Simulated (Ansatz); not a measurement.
## AgI: one input, then a changed one

The cell is COD entry 9008829, as deposited and not checked against the literature; nothing was relaxed. It differs from other determinations.

First run: DFT, LDA, PAW with Ansatz's default frozen-core files, scalar-relativistic (Ansatz 0.2.0).

Command: `ansatz run input.yaml --threads 1 --pin off --max-ram 2048MiB --backend cpu --events-out ev --progress --plain --runs-dir out` The run took 8.3 s on 1 thread of Arm Neoverse V1 (shared host), peak memory 0.38 GiB.

```yaml
crystal:
  lattice:
    - [0.0, 3.2365, 3.2365]
    - [3.2365, 0.0, 3.2365]
    - [3.2365, 3.2365, 0.0]
  atoms:
    - { symbol: Ag, position: [0.0, 0.0, 0.0] }
    - { symbol: I, position: [0.75, 0.75, 0.75] }
kpoints:
  mp_grid: { grid: [7, 7, 7] }
  band_path:
    path:
      - [0.0, 0.0, 0.0]
      - [-0.5, -0.5, 0.0]
      - [-0.375, -0.375, 0.25]
      - [-0.375, 0.0, 0.375]
      - [0.0, 0.0, 0.0]
      - [0.0, 0.0, 0.5]
      - [-0.5, -0.25, 0.25]
      - [-0.5, -0.5, 0.0]
    npoints: 5
scf:
  occupations: { method: fermi_dirac, width: 0.01 }
hamiltonian:
  xc: lda
  pseudopotentials: { kind: paw }
output:
  forces: true
  stress: true
  eigenvalues: true
  efg: { contact_densities: true }
```

Result: converged; pressure -2.07 GPa; gap on the k mesh 1.05 eV (the mesh can miss the band edges); 6 SCF iterations.

No spin–orbit coupling, which matters for the heavy atoms here.

The input is then changed:

```diff
@@ -23,5 +23,5 @@
   occupations: { method: fermi_dirac, width: 0.01 }
 hamiltonian:
-  xc: lda
+  xc: rpbe
   pseudopotentials: { kind: paw }
 output:
@@ -30,3 +30,7 @@
   eigenvalues: true
   efg: { contact_densities: true }
+  write_density: true
+  write_potential: true
+  elf: true
+  volumetric_format: npy
```

Q: What does the second run give?

A: It converged; pressure 4.13 GPa; gap on the k mesh 1.53 eV (the mesh can miss the band edges); 6 SCF iterations.
